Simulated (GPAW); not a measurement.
Wanted: an ASE script for a GPAW 26.7.0 run.

* Task: equation of state
* Functional: PBE
* Potentials or basis: GPAW PAW data sets (gpaw-data 1.2.1)
* Cutoff: 600 eV
* Basis: pw
* k mesh: 9 × 9 × 5
* Occupations: fermi-dirac, width 0.05 eV
* Spin: no spin polarisation
* Maxiter: 150
* Eos scales: [0.94, 0.96, 0.98, 1.0, 1.02, 1.04, 1.06]

Tl:

```xyz
2
Lattice="3.4560 0.0000 0.0000 -1.7280 2.9930 0.0000 0.0000 0.0000 5.5250" Properties=species:S:1:pos:R:3 pbc="T T T"
Tl    1.7280    0.9977    4.1438
Tl    0.0000    1.9953    1.3813
```

These files were run (other wordings do the same):

run.py

```python
from ase import Atoms
from ase.eos import EquationOfState
from ase.io import Trajectory
from ase.units import GPa
from gpaw import GPAW, PW

atoms = Atoms(['Tl', 'Tl'],
              cell=[[3.456, 0.0, 0.0],
                    [-1.728, 2.9929837955, 0.0],
                    [0.0, 0.0, 5.525]],
              scaled_positions=[[0.6666666667, 0.3333333333, 0.75],
                                [0.3333333333, 0.6666666667, 0.25]],
              pbc=True)

traj = Trajectory('eos.traj', 'w')
volumes, energies = [], []
for x in [0.94, 0.96, 0.98, 1.0, 1.02, 1.04, 1.06]:
    a = atoms.copy()
    a.set_cell(atoms.cell * x**(1 / 3), scale_atoms=True)
    calc = GPAW(mode=PW(600),
                xc='PBE',
                kpts={'size': (9, 9, 5), 'gamma': True},
                occupations={'name': 'fermi-dirac', 'width': 0.05},
                nbands=23,
                convergence={'density': 1e-05, 'energy': 1e-05},
                maxiter=150,
                txt=f'eos-{x:.2f}.txt')
    a.calc = calc
    energies.append(a.get_potential_energy(force_consistent=True))
    volumes.append(a.get_volume())
    p = -a.get_stress()[:3].mean() / GPa
    calc.write(f'eos-{x:.2f}.gpw')
    traj.write(a)
    print(f'{x:.2f} {volumes[-1]:10.4f} A^3 {energies[-1]:14.6f} eV {p:9.3f} GPa', flush=True)

v0, e0, B = EquationOfState(volumes, energies, eos='birchmurnaghan').fit()
print(f'V0 = {v0:.4f} A^3, E0 = {e0:.6f} eV, B0 = {B / GPa:.2f} GPa')
```

Potentials or basis: GPAW PAW data sets (gpaw-data 1.2.1), pw.

Launch:

```sh
$ OMP_NUM_THREADS=1 python run.py
```

It gave:

```json
{"Equilibrium volume": "31.27 Å³/atom (rough: see the caveat)", "Bulk modulus at fixed shape and positions": "27 GPa (rough)"}
```

Caveat: the minimum lies outside the volumes run; the cell was scaled at fixed shape and fractional positions, which overstates the stiffness of a crystal with free parameters, most of all of layers and chains.

Run time: 89 s on 1 thread of Intel(R) Xeon(R) 6975P-C (Granite Rapids), with other jobs on the host, peak memory 0.34 GiB.
